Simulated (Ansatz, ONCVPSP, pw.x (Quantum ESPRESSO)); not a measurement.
Equation-of-state test of one ONCV potential (gallium)

* Element: Ga (Z = 31)
* Generator: ONCVPSP 4.0.1.1 (patched build)
* Type: optimised norm-conserving Vanderbilt (ONCV)
* Functional: LDA (Perdew-Wang 92)
* Relativity: scalar-relativistic
* Frozen core: [Ar] 3d10
* Valence charge: 3
* Reference configuration: 4s2 4p1
* Partial waves: 4s: rc 2.05 bohr, ncon 3, nbas 6, qcut 3.3 1/bohr, 1 projector; 4p: rc 2.60 bohr, ncon 3, nbas 8, qcut 3.8 1/bohr, 2 projectors, debl 2 Ha; d scattering state at 0.09 Ha: rc 2.75 bohr, ncon 4, nbas 8, qcut 4.1 1/bohr, 1 projector
* Local potential: polynomial inside 1.50 bohr (lpopt 3, dvloc0 2 Ha)
* Core correction: none

Atomic tests: cutoffs needed: 5.9 Ha and 21 Ha (the cutoffs (Ha) at which the residual kinetic energy of the hardest occupied pseudo-wave falls to 1 and 0.1 mHa per electron); ghost test: no bound ghost flagged; no localised positive-energy state flagged; largest excitation error: +118 meV (all-electron minus pseudo) for 4s1 4p0, out of 4 test configurations.

Crystal test: fcc Ga in pw.x 7.5, no spin, 14³ k-points, Fermi–Dirac smearing 0.01 Ry, cutoffs 50/200 Ry. The lattice is a test structure that the element need not adopt, and mesh and smearing are coarse.

pw.x input:

```
&control
  calculation='scf', prefix='x', pseudo_dir='./', outdir='./tmp', tstress=.true., disk_io='none'
/
&system
  ibrav=0, nat=1, ntyp=1, ecutwfc=50, ecutrho=200, nbnd=8,
  occupations='smearing', smearing='fd', degauss=0.01
/
&electrons
  conv_thr=1e-09, mixing_beta=0.4, electron_maxstep=70
/
ATOMIC_SPECIES
Ga 1.0 Ga.UPF
CELL_PARAMETERS angstrom
  0.00000000 2.04681242 2.04681242
  2.04681242 0.00000000 2.04681242
  2.04681242 2.04681242 0.00000000
ATOMIC_POSITIONS crystal
Ga 0.0000 0.0000 0.0000
K_POINTS automatic
14 14 14 0 0 0
```

```bash
pw.x < Ga.scf.in > Ga.scf.out
```

**Question.** How does the run end?

**Answer.** It converges; the pressure is -4.81 GPa against -0.02 GPa from all-electron LAPW. This is a poor potential for the solid. The log shows:

```
     using ibrav=0 with symmetry is DISCOURAGED, use correct ibrav instead
     lattice parameter (alat)  =       5.4701  a.u.
     unit-cell volume          =     115.7339 (a.u.)^3
     number of electrons       =         3.00
     number of Kohn-Sham states=            8
     kinetic-energy cutoff     =      50.0000  Ry
     charge density cutoff     =     200.0000  Ry
     scf convergence threshold =      1.0E-09
     Exchange-correlation= SLA  PW   NOGX NOGC
     number of k points=   104  Fermi-Dirac smearing, width (Ry)=  0.0100
     iteration #  1     ecut=    50.00 Ry     beta= 0.40
     total energy              =      -4.53157836 Ry
     estimated scf accuracy    <       0.00291380 Ry
     iteration #  2     ecut=    50.00 Ry     beta= 0.40
     total energy              =      -4.53137461 Ry
     estimated scf accuracy    <       0.00095352 Ry
     iteration #  3     ecut=    50.00 Ry     beta= 0.40
     total energy              =      -4.53139123 Ry
     estimated scf accuracy    <       0.00000125 Ry
     iteration #  4     ecut=    50.00 Ry     beta= 0.40
     total energy              =      -4.53139131 Ry
     estimated scf accuracy    <       0.00000006 Ry
     iteration #  5     ecut=    50.00 Ry     beta= 0.40
     total energy              =      -4.53139131 Ry
     estimated scf accuracy    <          5.4E-09 Ry
     iteration #  6     ecut=    50.00 Ry     beta= 0.40
     the Fermi energy is     6.3258 ev
!    total energy              =      -4.53139131 Ry
     estimated scf accuracy    <          2.7E-11 Ry
     smearing contrib. (-TS)   =      -0.00161067 Ry
     The total energy is F=E-TS. E is the sum of the following terms:
     one-electron contribution =       2.37917791 Ry
     hartree contribution      =       0.01524690 Ry
     xc contribution           =      -1.59009651 Ry
     ewald contribution        =      -5.33410894 Ry
     convergence has been achieved in   6 iterations
          total   stress  (Ry/bohr**3)                   (kbar)     P=      -48.14
     Message from routine punch:
     Nothing written, as per user request (disk_io='none')
```
